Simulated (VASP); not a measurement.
Crystal: Mn.

```
Mn
1.0
    -1.54050    1.54050    1.54050
     1.54050   -1.54050    1.54050
     1.54050    1.54050   -1.54050
Mn
1
Direct
  0.00000 0.00000 0.00000
```

This isn't the form of Mn at room conditions, which is a 58-atom cubic cell.

Base run:

* Program: VASP 6.6.1
* Functional: PBE
* Potentials or basis: VASP PAW PBE potentials, release 64 (Mn_GW)
* Cutoff: 550 eV
* k mesh: 12 × 12 × 12
* Occupations: gaussian, width 0.1 eV
* Spin: collinear spin, ferromagnetic start
* Starting moments: [4.0] μB

Its results: band gap on the k mesh none (metal or under the smearing width); pressure -34.5 GPa; net moment 1.48 μB per cell; site moments Mn +1.48 μB.

**Question.** The run is repeated on the same cell with these changes: further incar settings from ALGO = Fast; EDIFF = 1.00e-06; NBANDS = 14 to ALGO = Fast; EDIFF = 1e-07. What comes out?

**Answer.** Band gap on the k mesh none (metal or under the smearing width); pressure -10.1 GPa; net moment 3.09 μB per cell; site moments Mn +3.00 μB.

Caveats: a pressure of tens of GPa on the cell as given is suspect, and the run, the potentials or the cell itself is likely at fault (some runs).
